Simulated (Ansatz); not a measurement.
# InPd (Pm-3m) in Ansatz: further runs, part 2 of 2

Ansatz 0.2.0. Earlier steps stand in the parts before.

**5. Band structure, RPBE**

input.yaml reads:

```yaml
crystal:
  lattice:
    - [3.27188478, 0.0, 0.0]
    - [0.0, 3.27188478, 0.0]
    - [0.0, 0.0, 3.27188478]
  atoms:
    - { symbol: In, position: [0.0, 0.0, 0.0] }
    - { symbol: Pd, position: [0.5, 0.5, 0.5] }
kpoints:
  mp_grid: { grid: [8, 8, 8] }
  band_path:
    path:
      - [0.0, 0.0, 0.0]
      - [0.0, 0.5, 0.0]
      - [0.5, 0.5, 0.0]
      - [0.0, 0.0, 0.0]
      - [0.5, 0.5, 0.5]
      - [0.0, 0.5, 0.0]
    npoints: 10
scf:
  occupations: { method: fermi_dirac, width: 0.05 }
hamiltonian:
  xc: rpbe
  pseudopotentials: { kind: all_electron, lapw: { basis_error: 0.001 } }
output:
  forces: true
  stress: true
  eigenvalues: true
```

Potentials or basis: all-electron LAPW, scalar-relativistic.

The run is started by

```bash
$ ansatz run input.yaml --threads 1 --pin off --max-ram 3072MiB --backend cpu --events-out ev --progress --plain --runs-dir out
```

What it wrote:

```text
Warning: RAYON_NUM_THREADS=1 ignored (pool sized by the plan → 1); use --threads N
LAPW: plane waves up to 8.107 Å⁻¹, error target 1.0e-3 eV per atom; small_component_spin mean_spin; Pd in spheres of 1.415 Å, 28 of its electrons in bands, Dirac shells []; In in spheres of 1.419 Å, 21 of its electrons in bands, Dirac shells [] (how accurate: hamiltonian.pseudopotentials.lapw.basis_error, Limitations)
Engine: ansatz 0.2.0, x86_64-unknown-linux-gnu
Pseudopotentials: kind: all_electron
Pseudopotential: In, LAPW, valence charge 21, lapw/all_electron/scalar/gaussian/In, Koelling and Harmon's equation, gaussian nucleus
Pseudopotential: Pd, LAPW, valence charge 28, lapw/all_electron/scalar/gaussian/Pd, Koelling and Harmon's equation, gaussian nucleus
Functional definition: RPBE
  parameter kappa = 0.804
  parameter beta = 0.06672455060314922
  exchange = rpbe_x(kappa = kappa, mu = beta*pi^2/3)
  correlation = pbe_c(beta = beta)
Crystal: 2 atoms, lattice volume = 35.026 Å³
Basis set: ecut = 250.40461776268825 eV, 305 PW (Γ), exchange–correlation at level 2
Bands: 30, of which v1, the nominal top of the filled ones, is band 25 counted from 1 (24 counted from 0)
Symmetry: 48 space group operations
Space group: Pm-3m (ITA 221), of the structure as read, at distance tolerance 3.3e-5 Å
k-points: 35 of 512
Non-local potential: In, projectors of the file, none
Non-local potential: Pd, projectors of the file, none
Initial density: superposition of atomic densities (chi_scale 0.1, normalization cell, long waves kept (reshape's long-wave potential 0.00 eV rms))
Initial wavefunctions: plane waves of lowest kinetic energy (no species holds an atomic orbital)
Functional: x = rpbe, c = pbe(β = 0.06672455060314922)
iter 1 solved again at ethr=2.40e-3 eV; its pass at ethr=1.00e-1 eV (dr2=1.18e0 eV) is discarded
SCF iter   1: F=—  HF=-297371.070534 eV  |F-HF|=—  |Δ(HF+E_count)|=         —  Δρ=5.10e-2  dr2=1.18e0  ethr=2.40e-3  ⟨swp⟩=2.0  Hψ=6628  notcnv=0
preconditioner: auto → Kerker (q_TF=auto, 2.885 Å⁻¹)  [metal: Δε(μ)=0.061 eV  Ē_g=15.167 eV  σ=0.050 eV  W_gap=0.29  n_scr=18 (ndim 8)  ℏωp=30.1 eV  f_vac=0.000  D(μ)=1.70/eV (n_scr^D=18)]
SCF iter   2: F=—  HF=-297370.735173 eV  |F-HF|=—  |Δ(HF+E_count)|=   3.35e-1  Δρ=2.54e-2  dr2=3.94e-1  ethr=2.40e-3  ⟨swp⟩=2.9  Hψ=3065  notcnv=0
preconditioner: auto → Resta (q_TF=auto, 2.885 Å⁻¹)  ε∞=4.7  [insulator: Δε(μ)=0.239 eV  Ē_g=15.721 eV  σ=0.050 eV  W_gap=0.82  n_scr=18 (ndim 8)  ℏωp=30.1 eV  f_vac=0.000  D(μ)=0.48/eV (n_scr^D=0)  ε∞_Penn≈4.7]
iter 3 solved again at ethr=5.73e-5 eV; its pass at ethr=8.05e-4 eV (dr2=2.81e-2 eV) is discarded
SCF iter   3: F=—  HF=-297369.707078 eV  |F-HF|=—  |Δ(HF+E_count)|=    1.03e0  Δρ=9.67e-3  dr2=2.81e-2  ethr=5.73e-5  ⟨swp⟩=2.0  Hψ=5140  notcnv=0
SCF iter   4: F=—  HF=-297369.701367 eV  |F-HF|=—  |Δ(HF+E_count)|=   5.71e-3  Δρ=4.31e-3  dr2=6.81e-3  ethr=5.73e-5  ⟨swp⟩=2.0  Hψ=2996  notcnv=0
SCF iter   5: F=—  HF=-297369.701130 eV  |F-HF|=—  |Δ(HF+E_count)|=   2.37e-4  Δρ=1.72e-3  dr2=1.25e-3  ethr=1.39e-5  ⟨swp⟩=2.0  Hψ=2957  notcnv=0
SCF iter   6: F=—  HF=-297369.701400 eV  |F-HF|=—  |Δ(HF+E_count)|=   2.70e-4  Δρ=2.95e-4  dr2=3.67e-5  ethr=2.55e-6  ⟨swp⟩=2.0  Hψ=2961  notcnv=0
SCF iter   7: F=—  HF=-297369.701354 eV  |F-HF|=—  |Δ(HF+E_count)|=   4.63e-5  Δρ=1.41e-4  dr2=5.39e-6  ethr=7.49e-8  ⟨swp⟩=2.0  Hψ=2960  notcnv=0
SCF iter   8: F=—  HF=-297369.701345 eV  |F-HF|=—  |Δ(HF+E_count)|=   8.38e-6  Δρ=3.87e-5  dr2=3.86e-7  ethr=1.10e-8  ⟨swp⟩=2.0  Hψ=2960  notcnv=0
SCF iter   9: F=-297369.701345 eV  HF=-297369.701345 eV  |F-HF|=2.32e-8  |Δ(HF+E_count)|=   1.04e-7  Δρ=5.83e-6  dr2=7.39e-9  ethr=7.87e-10  ⟨swp⟩=2.2  Hψ=2968  notcnv=0
SCF 1 converged in 9 iterations: F = -297369.701345 eV  dr2 = 7.39e-9
NSCF: frozen V_eff on 51 k-points
SCF converged after 9 iterations
Free energy (F): -297369.701345 eV
Harris-Foulkes:  -297369.701345 eV  (|F-HF|=2.32e-8)
Internal energy: -297369.691317 eV  (E = F + TS)
E sigma→0 (E₀):  -297369.696331 eV
Entropy (-TS):   -0.010028 eV (-5.014 meV/atom)
Fermi energy:    19.965233 eV
--- Per-component energies (eV) ---
  E_band       = -3604.918793
  E_kinetic    = 311306.496577
  E_xc         = -8294.994747
  E_electrostatic = -600381.193146  (all electrons and nuclei)
  E_smearing   = -0.010028  (= −TS)
  E_closure    = 0.000000  (closes the sum)
  E_atoms      = -297363.530833  (free atoms, spherical and without spin; not in F)
  Σ components = -297369.701345   (vs F -297369.701345, Δ=0.00e0)
  Basis errors (estimates in eV, not in F): energy 2.7e-4 per atom: plane waves 2.4e-4 (1.2e-4 summed), levels above the bands 1.6e-53, relativity 8.4e-8, radial functions 2.6e-5, core shells 9.0e-8; eigenvalues (radial functions only) 2.7e-6; not estimated: angular momenta, meshes, grids; target (lapw.basis_error) 1.0e-3; muffin-tin radii Pd 1.415 Å, In 1.419 Å
--- Forces (eV/Å), atoms counted from 1 ---
  atom   1  In    -0.00000000     0.00000000     0.00000000
  atom   2  Pd    -0.00000000    -0.00000000    -0.00000000
  max |Σ_I F_I| component: 6.18e-30 eV/Å
--- Stress (GPa, compression-positive) ---
        7.068862       0.000000       0.000000
        0.000000       7.068862       0.000000
        0.000000       0.000000       7.068862
  P = ⅓ Tr σ = 7.0689 GPa (70.689 kbar)
--- Band table (eV; the first three rows and the last of 35) ---
  k-point 0: bands = ["-304.6305", "-304.6305", "-304.6305", "-304.6167", "-304.6167", "-95.6107", "-64.4882", "-54.0865", "-54.0865", "-54.0865", "-30.2379", "-30.2379", "-30.2379", "5.0178", "5.0178", "5.4237", "5.4237", "5.4237", "10.0121", "16.2205", "16.2205", "17.7647", "17.7647", "17.7647", "24.3058", "24.3058", "24.3058", "29.5737", "30.5639", "30.5639"]
  k-point 1: bands = ["-304.6305", "-304.6305", "-304.6305", "-304.6167", "-304.6167", "-95.6107", "-64.4880", "-54.0873", "-54.0865", "-54.0865", "-30.2426", "-30.2376", "-30.2376", "5.0261", "5.0690", "5.4082", "5.4082", "5.4283", "10.2605", "16.2235", "16.2566", "17.5888", "17.5888", "17.7541", "22.8014", "24.7923", "24.7923", "29.9577", "30.4751", "32.1030"]
  k-point 2: bands = ["-304.6305", "-304.6305", "-304.6305", "-304.6167", "-304.6167", "-95.6106", "-64.4875", "-54.0891", "-54.0863", "-54.0863", "-30.2539", "-30.2368", "-30.2368", "5.0462", "5.1922", "5.3711", "5.3711", "5.4394", "10.9993", "16.1785", "16.2308", "17.2193", "17.2193", "17.7285", "20.5438", "26.0887", "26.0887", "30.0840", "30.2419", "34.6026"]
  k-point 34: bands = ["-304.6305", "-304.6305", "-304.6305", "-304.6167", "-304.6167", "-95.6101", "-64.4837", "-54.0910", "-54.0910", "-54.0910", "-30.2641", "-30.2641", "-30.2641", "5.1562", "5.1562", "5.1562", "5.6328", "5.6328", "15.1800", "15.1800", "15.1800", "18.3770", "18.3770", "20.0567", "23.8336", "23.8336", "23.8336", "24.4409", "24.4409", "24.4409"]
```

bands.tsv:

```text
# k_distance	band_0	band_1	band_2	band_3	band_4	band_5	band_6	band_7	band_8	band_9	band_10	band_11	band_12	band_13	band_14	band_15	band_16	band_17	band_18	band_19	band_20	band_21	band_22	band_23	band_24	band_25	band_26	band_27	band_28	band_29
# fermi_ev = 19.965233
[... 59 lines left out ...]
6.163439	-324.595740	-324.595740	-324.595740	-324.581929	-324.581929	-115.575699	-84.451913	-74.056847	-74.051493	-74.051490	-50.235004	-50.201647	-50.201633	-14.878744	-14.655897	-14.650545	-14.592820	-14.518531	-6.446701	-5.818569	-3.686109	-3.211545	-3.090168	-2.291226	-1.035190	8.652054	8.810787	9.829820	10.454875	11.061986
6.299228	-324.595740	-324.595740	-324.595740	-324.581929	-324.581929	-115.575709	-84.451987	-74.056859	-74.051372	-74.051372	-50.235176	-50.200952	-50.200952	-14.890406	-14.646047	-14.646047	-14.600215	-14.510012	-6.459486	-5.910171	-3.723775	-3.179367	-3.179367	-2.273003	-1.036976	9.681760	9.681760	9.909040	10.810792	10.810792
```

It took 21 s on 1 thread of Intel Xeon Platinum 8259CL at 2.50GHz (Skylake/Cascade Lake), shared host; peak memory 0.38 GiB.

What came out:

- Free energy: -297369.7013 eV
- Pressure: 7.1 GPa
- Band gap along the path: none (metal or under the smearing width)

Levels at the corners of the path, in eV from the Fermi level:
```tsv
point	band 21	band 22	band 23	band 24	band 25	band 26	band 27	band 28
Γ	-3.74	-2.20	-2.20	-2.20	4.34	4.34	4.34	9.61
X	-3.72	-3.18	-3.18	-2.27	-1.04	9.68	9.68	9.91
M	-2.61	-2.61	-2.23	-2.23	-1.63	1.56	2.57	9.62
Γ	-3.74	-2.20	-2.20	-2.20	4.34	4.34	4.34	9.61
R	-4.79	-1.59	-1.59	0.09	3.87	3.87	3.87	4.48
X	-3.72	-3.18	-3.18	-2.27	-1.04	9.68	9.68	9.91
```

Caveat: spin-orbit coupling is left out, which moves the levels of the heavy elements.

**6. Band structure, revPBE**

input.yaml, as its differences from that of step 5:

```diff
@@ -22,3 +22,3 @@
 hamiltonian:
-  xc: rpbe
+  xc: revpbe
   pseudopotentials: { kind: all_electron, lapw: { basis_error: 0.001 } }
```

Potentials or basis: all-electron LAPW, scalar-relativistic.

The run is started by

```bash
$ ansatz run input.yaml --threads 1 --pin off --max-ram 3072MiB --backend cpu --events-out ev --progress --plain --runs-dir out
```

What it wrote:

```text
Warning: RAYON_NUM_THREADS=1 ignored (pool sized by the plan → 1); use --threads N
LAPW: plane waves up to 8.108 Å⁻¹, error target 1.0e-3 eV per atom; small_component_spin mean_spin; Pd in spheres of 1.415 Å, 28 of its electrons in bands, Dirac shells []; In in spheres of 1.419 Å, 21 of its electrons in bands, Dirac shells [] (how accurate: hamiltonian.pseudopotentials.lapw.basis_error, Limitations)
[... 4 set-up lines as earlier in the session ...]
Functional definition: revPBE
  parameter kappa = 1.245
[... 3 set-up lines as earlier in the session ...]
Crystal: 2 atoms, lattice volume = 35.026 Å³
Basis set: ecut = 250.4603544058958 eV, 305 PW (Γ), exchange–correlation at level 2
Bands: 30, of which v1, the nominal top of the filled ones, is band 25 counted from 1 (24 counted from 0)
[... 2 set-up lines as earlier in the session ...]
k-points: 35 of 512
[... 4 set-up lines as earlier in the session ...]
Functional: x = revpbe(κ = 1.245, μ = 0.2195149727645171), c = pbe(β = 0.06672455060314922)
iter 1 solved again at ethr=2.47e-3 eV; its pass at ethr=1.00e-1 eV (dr2=1.21e0 eV) is discarded
SCF iter   1: F=—  HF=-297366.465564 eV  |F-HF|=—  |Δ(HF+E_count)|=         —  Δρ=5.16e-2  dr2=1.21e0  ethr=2.47e-3  ⟨swp⟩=2.0  Hψ=6628  notcnv=0
preconditioner: auto → Kerker (q_TF=auto, 2.885 Å⁻¹)  [metal: Δε(μ)=0.053 eV  Ē_g=15.159 eV  σ=0.050 eV  W_gap=0.25  n_scr=18 (ndim 8)  ℏωp=30.1 eV  f_vac=0.000  D(μ)=1.69/eV (n_scr^D=18)]
SCF iter   2: F=—  HF=-297366.130923 eV  |F-HF|=—  |Δ(HF+E_count)|=   3.35e-1  Δρ=2.56e-2  dr2=4.00e-1  ethr=2.47e-3  ⟨swp⟩=2.9  Hψ=3063  notcnv=0
preconditioner: auto → Resta (q_TF=auto, 2.885 Å⁻¹)  ε∞=4.7  [insulator: Δε(μ)=0.243 eV  Ē_g=15.715 eV  σ=0.050 eV  W_gap=0.83  n_scr=18 (ndim 8)  ℏωp=30.1 eV  f_vac=0.000  D(μ)=0.46/eV (n_scr^D=0)  ε∞_Penn≈4.7]
iter 3 solved again at ethr=5.56e-5 eV; its pass at ethr=8.17e-4 eV (dr2=2.73e-2 eV) is discarded
SCF iter   3: F=—  HF=-297365.070787 eV  |F-HF|=—  |Δ(HF+E_count)|=    1.06e0  Δρ=9.53e-3  dr2=2.73e-2  ethr=5.56e-5  ⟨swp⟩=2.0  Hψ=5140  notcnv=0
SCF iter   4: F=—  HF=-297365.064246 eV  |F-HF|=—  |Δ(HF+E_count)|=   6.54e-3  Δρ=4.33e-3  dr2=6.93e-3  ethr=5.56e-5  ⟨swp⟩=2.0  Hψ=2990  notcnv=0
SCF iter   5: F=—  HF=-297365.063883 eV  |F-HF|=—  |Δ(HF+E_count)|=   3.63e-4  Δρ=1.72e-3  dr2=1.26e-3  ethr=1.41e-5  ⟨swp⟩=2.0  Hψ=2957  notcnv=0
SCF iter   6: F=—  HF=-297365.064118 eV  |F-HF|=—  |Δ(HF+E_count)|=   2.35e-4  Δρ=2.75e-4  dr2=2.85e-5  ethr=2.58e-6  ⟨swp⟩=2.0  Hψ=2960  notcnv=0
SCF iter   7: F=—  HF=-297365.064094 eV  |F-HF|=—  |Δ(HF+E_count)|=   2.41e-5  Δρ=1.00e-4  dr2=2.16e-6  ethr=5.81e-8  ⟨swp⟩=2.0  Hψ=2961  notcnv=0
SCF iter   8: F=—  HF=-297365.064083 eV  |F-HF|=—  |Δ(HF+E_count)|=   1.12e-5  Δρ=3.94e-5  dr2=3.90e-7  ethr=4.40e-9  ⟨swp⟩=2.1  Hψ=2963  notcnv=0
SCF iter   9: F=-297365.064083 eV  HF=-297365.064083 eV  |F-HF|=2.21e-8  |Δ(HF+E_count)|=   1.11e-7  Δρ=5.92e-6  dr2=7.69e-9  ethr=7.97e-10  ⟨swp⟩=2.1  Hψ=2966  notcnv=0
SCF 1 converged in 9 iterations: F = -297365.064083 eV  dr2 = 7.69e-9
NSCF: frozen V_eff on 51 k-points
SCF converged after 9 iterations
Free energy (F): -297365.064083 eV
Harris-Foulkes:  -297365.064083 eV  (|F-HF|=2.21e-8)
Internal energy: -297365.054021 eV  (E = F + TS)
E sigma→0 (E₀):  -297365.059052 eV
Entropy (-TS):   -0.010062 eV (-5.031 meV/atom)
Fermi energy:    19.930411 eV
--- Per-component energies (eV) ---
  E_band       = -3606.338273
  E_kinetic    = 311300.429289
  E_xc         = -8290.185293
  E_electrostatic = -600375.298017  (all electrons and nuclei)
  E_smearing   = -0.010062  (= −TS)
  E_closure    = 0.000000  (closes the sum)
  E_atoms      = -297358.695767  (free atoms, spherical and without spin; not in F)
  Σ components = -297365.064083   (vs F -297365.064083, Δ=0.00e0)
  Basis errors (estimates in eV, not in F): energy 2.7e-4 per atom: plane waves 2.4e-4 (1.2e-4 summed), levels above the bands 2.2e-53, relativity 4.6e-8, radial functions 2.7e-5, core shells 9.0e-8; eigenvalues (radial functions only) 2.7e-6; not estimated: angular momenta, meshes, grids; target (lapw.basis_error) 1.0e-3; muffin-tin radii Pd 1.415 Å, In 1.419 Å
--- Forces (eV/Å), atoms counted from 1 ---
  atom   1  In     0.00000000     0.00000000     0.00000000
  atom   2  Pd    -0.00000000    -0.00000000    -0.00000000
  max |Σ_I F_I| component: 3.16e-30 eV/Å
--- Stress (GPa, compression-positive) ---
        6.098913       0.000000       0.000000
        0.000000       6.098913      -0.000000
        0.000000      -0.000000       6.098913
  P = ⅓ Tr σ = 6.0989 GPa (60.989 kbar)
--- Band table (eV; the first three rows and the last of 35) ---
  k-point 0: bands = ["-304.6773", "-304.6773", "-304.6773", "-304.6634", "-304.6634", "-95.6203", "-64.5177", "-54.0981", "-54.0981", "-54.0981", "-30.2668", "-30.2668", "-30.2668", "4.9984", "4.9984", "5.4049", "5.4049", "5.4049", "9.9710", "16.1893", "16.1893", "17.7334", "17.7334", "17.7334", "24.2622", "24.2622", "24.2622", "29.5160", "30.5439", "30.5439"]
  k-point 1: bands = ["-304.6773", "-304.6773", "-304.6773", "-304.6634", "-304.6634", "-95.6202", "-64.5175", "-54.0989", "-54.0981", "-54.0981", "-30.2715", "-30.2665", "-30.2665", "5.0067", "5.0497", "5.3894", "5.3894", "5.4095", "10.2193", "16.1922", "16.2253", "17.5571", "17.5571", "17.7228", "22.7590", "24.7491", "24.7491", "29.9111", "30.4549", "32.0704"]
  k-point 2: bands = ["-304.6773", "-304.6773", "-304.6773", "-304.6634", "-304.6634", "-95.6202", "-64.5170", "-54.1007", "-54.0979", "-54.0979", "-30.2829", "-30.2657", "-30.2657", "5.0269", "5.1731", "5.3522", "5.3522", "5.4207", "10.9582", "16.1460", "16.1993", "17.1869", "17.1869", "17.6971", "20.5040", "26.0460", "26.0460", "30.0414", "30.2212", "34.5764"]
  k-point 34: bands = ["-304.6773", "-304.6773", "-304.6773", "-304.6634", "-304.6634", "-95.6196", "-64.5132", "-54.1026", "-54.1026", "-54.1026", "-30.2930", "-30.2930", "-30.2930", "5.1367", "5.1367", "5.1367", "5.6148", "5.6148", "15.1462", "15.1462", "15.1462", "18.3464", "18.3464", "19.9999", "23.8014", "23.8014", "23.8014", "24.4073", "24.4073", "24.4073"]
```

Run time: 17 s. Hardware: 1 thread of Intel Xeon Platinum 8259CL at 2.50GHz (Skylake/Cascade Lake), shared host; peak memory 0.38 GiB.

What came out:

| Property | Result |
| --- | --- |
| Free energy | -297365.0641 eV |
| Pressure | 6.1 GPa |
| Band gap along the path | none (metal or under the smearing width) |

Levels at the corners of the path, in eV from the Fermi level:
```csv
point,band 20,band 21,band 22,band 23,band 24,band 25,band 26,band 27,band 28,band 29
Γ,-3.74,-3.74,-2.20,-2.20,-2.20,4.33,4.33,4.33,9.59,10.61
X,-5.91,-3.72,-3.18,-3.18,-2.27,-1.04,9.67,9.67,9.92,10.81
M,-3.42,-2.61,-2.61,-2.23,-2.23,-1.62,1.56,2.57,9.60,11.40
Γ,-3.74,-3.74,-2.20,-2.20,-2.20,4.33,4.33,4.33,9.59,10.61
R,-4.78,-4.78,-1.58,-1.58,0.07,3.87,3.87,3.87,4.48,4.48
X,-5.91,-3.72,-3.18,-3.18,-2.27,-1.04,9.67,9.67,9.92,10.81
```

Caveat: spin-orbit coupling is left out, which moves the levels of the heavy elements.

**7. Band structure, BLYP**

input.yaml, as its differences from that of step 6:

```diff
@@ -22,3 +22,3 @@
 hamiltonian:
-  xc: revpbe
+  xc: blyp
   pseudopotentials: { kind: all_electron, lapw: { basis_error: 0.001 } }
```

The run is started by

```bash
$ ansatz run input.yaml --threads 1 --pin off --max-ram 3072MiB --backend cpu --events-out ev --progress --plain --runs-dir out
```

Run time: 16 s. Hardware: 1 thread of Intel Xeon Platinum 8259CL at 2.50GHz (Skylake/Cascade Lake), shared host; peak memory 0.37 GiB.

It converged, with:

```
Free energy             : -297383.9956 eV
Pressure                : 11.4 GPa
Band gap along the path : none (metal or under the smearing width)
```

Levels at the corners of the path, in eV from the Fermi level:
```
point  band 22  band 23  band 24  band 25  band 26  band 27
    Γ    -2.24    -2.24    -2.24     4.29     4.29     4.29
    X    -3.22    -3.22    -2.32    -1.09     9.53     9.53
    M    -2.64    -2.11    -2.11    -1.68     1.38     2.53
    Γ    -2.24    -2.24    -2.24     4.29     4.29     4.29
    R    -1.64    -1.64    -0.30     4.06     4.06     4.06
    X    -3.22    -3.22    -2.32    -1.09     9.53     9.53
```

Caveat: spin-orbit coupling is left out, which moves the levels of the heavy elements.

**8. Summary**

```csv
level,pressure (GPa)
LDA,-7.0
PBE,3.6
PBEsol,-3.0
RPBE,7.1
revPBE,6.1
BLYP,11.4
```

Alike in all rows: task band structure; potentials or basis all-electron LAPW, scalar-relativistic; no spin polarisation; cell as given; k mesh 8 × 8 × 8; cutoff (eV) 250; smearing fermi-dirac 0.05 eV; basis error allowed 0.001 eV/atom.

The pressure there spans -7.0 GPa (LDA) to 11.4 GPa (BLYP); a positive pressure means that this level wants a larger cell, a negative one a smaller.

Caveats: spin-orbit coupling is left out, which moves the levels of the heavy elements.

Compare energies only between runs with the same functional and basis.
